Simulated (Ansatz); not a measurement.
# SnS2: the cost of one run

Program: Ansatz 0.2.0. Level of theory: DFT PBEsol, scalar-relativistic, plane waves, PAW. These are calculated values, not measurements.

5 further runs of the same task are left out: 5 set aside as unsound or not needed.

### 1 The system as given

The structure is trigonal, space group P-3m1 (No. 164). Conventional cell: a = 3.651 Å, b = 3.651 Å, c = 6.059 Å, α = 90.00°, β = 90.00°, γ = 120.00°. Around Sn (site symmetry -3m) lie 6 S at 2.57 Å. S (site symmetry 3m) has 3 Sn at 2.57 Å in its first shell of neighbours.

Structure file:

```xyz
3
Lattice="3.6513 0.0000 0.0000 -1.8257 3.1621 0.0000 0.0000 0.0000 6.0589" Properties=species:S:1:pos:R:3 pbc="T T T"
Sn    0.0000    0.0000    0.0000
S     1.8257    1.0540    1.4738
S     0.0000    2.1081    4.5851
```

This cell was relaxed beforehand with the same method: volume 23.32 Å³/atom, gap on the mesh 1.44 eV.

The bulk reference comes from a run made before at the same settings: -2573.6110 eV/atom.

### 2 The (101) slab

Miller indices refer to the conventional cell of the relaxed bulk, P-3m1 (No. 164): a = 3.651 Å, b = 3.651 Å, c = 6.059 Å, α = 90.00°, β = 90.00°, γ = 120.00°.

Cut from the relaxed bulk: a (101) slab, 11.7 Å thick as cut, with 15 Å of vacuum; its outer planes are S (top) and S (bottom).

The slab as cut. Its planes from the bottom up:

| plane | atoms per cell | height over the lowest (Å) |
| --- | --- | --- |
| 1 | SnS2 | 0.00 |
| 2 | SnS2 | 2.80 |
| 3 | SnS2 | 5.61 |
| 4 | SnS2 | 8.41 |
| 5 | SnS2 | 11.21 |

### 3 The slab as cut, atoms at the bulk's places

A dipole layer in the vacuum cancels the field that periodic copies would set up if the slab's two faces differ.

Input file input.yaml:

```yaml
crystal:
  lattice:
    - [3.651314303, 0.0, 0.0]
    - [-1.8256571515, 6.8344400096, 0.0]
    - [0.0, 0.0, 26.7183670518]
  atoms:
    - { symbol: S, position: [0.9757702214, 0.9515404429, 0.2807057776] }
    - { symbol: Sn, position: [0.6070345119, 0.2140690238, 0.2901581352] }
    - { symbol: S, position: [0.2382988024, 0.4765976047, 0.2996104928] }
    - { symbol: S, position: [0.5828047333, 0.1656094667, 0.38562671] }
    - { symbol: Sn, position: [0.2140690238, 0.4281380476, 0.3950790676] }
    - { symbol: S, position: [0.8453333143, 0.6906666285, 0.4045314252] }
    - { symbol: S, position: [0.1898392452, 0.3796784905, 0.4905476424] }
    - { symbol: Sn, position: [0.8211035357, 0.6422070714, 0.5] }
    - { symbol: S, position: [0.4523678262, 0.9047356523, 0.5094523576] }
    - { symbol: S, position: [0.7968737572, 0.5937475143, 0.5954685748] }
    - { symbol: Sn, position: [0.4281380476, 0.8562760952, 0.6049209324] }
    - { symbol: S, position: [0.0594023381, 0.1188046761, 0.61437329] }
    - { symbol: S, position: [0.4039082691, 0.8078165381, 0.7003895072] }
    - { symbol: Sn, position: [0.0351725595, 0.070345119, 0.7098418648] }
    - { symbol: S, position: [0.66643685, 0.3328736999, 0.7192942224] }
basis:
  ecutwfc: 420
kpoints:
  mp_grid: { grid: [8, 4, 1] }
hamiltonian:
  xc: pbesol
scf:
  occupations: { method: gaussian, width: 0.05 }
output:
  forces: true
  stress: true
  eigenvalues: true
  write_density: true
  write_potential: true
  elf: true
  volumetric_format: npy
efield:
  axis: 3
  dipole_correction: true
  ramp_width: 0.04
```

Started as:

```console
ansatz run input.yaml --threads 2 --pin off --max-ram 5120MiB --backend cpu --events-out ev --progress --plain --runs-dir out
```

**Question.** How long does this run take on 2 threads of AMD EPYC 9R45 (Zen 5), shared host, and how much memory does it need?

About 24 s, with a peak of 1.4 GiB.
